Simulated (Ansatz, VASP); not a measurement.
**Two plane-wave programs on Ru**

```
CELL_PARAMETERS angstrom
2.64649 0.00000 0.00000
-1.32325 2.29193 0.00000
0.00000 0.00000 4.25186
ATOMIC_POSITIONS crystal
Ru 0.33333 0.66667 0.25000
Ru 0.66667 0.33333 0.75000
```

Alike in both runs: task single point; functional PBEsol; k mesh 21 × 21 × 12; occupations gaussian, width 0.15 eV; no spin polarisation.

```csv
,VASP,Ansatz
version,VASP 6.6.1,Ansatz 0.2.0
potentials or method,"VASP PAW PBE potentials, release 64 (Ru_pv)","scalar-relativistic, plane waves, PAW"
plane-wave cutoff (eV),520,420
valence electrons in the cell,28,32
```

VASP gave:

- gap on the k mesh at the Fermi level (eV): none
- pressure (GPa): 12.1
- largest component of the traceless stress (GPa): 5.89

**Question.** Which values does Ansatz return?

**Answer.** gap on the k mesh at the Fermi level (eV): none; pressure (GPa): 12.1; largest component of the traceless stress (GPa): 5.90.

A gap of «none» marks a metal or a gap that the smearing closes. The two sets of potentials don't hold the same shells in valence. Ansatz warned: «pseudo_functional_mismatch».

Caveats: the PAW data sets were made with another functional, which shifts forces and pressure a little (VASP).
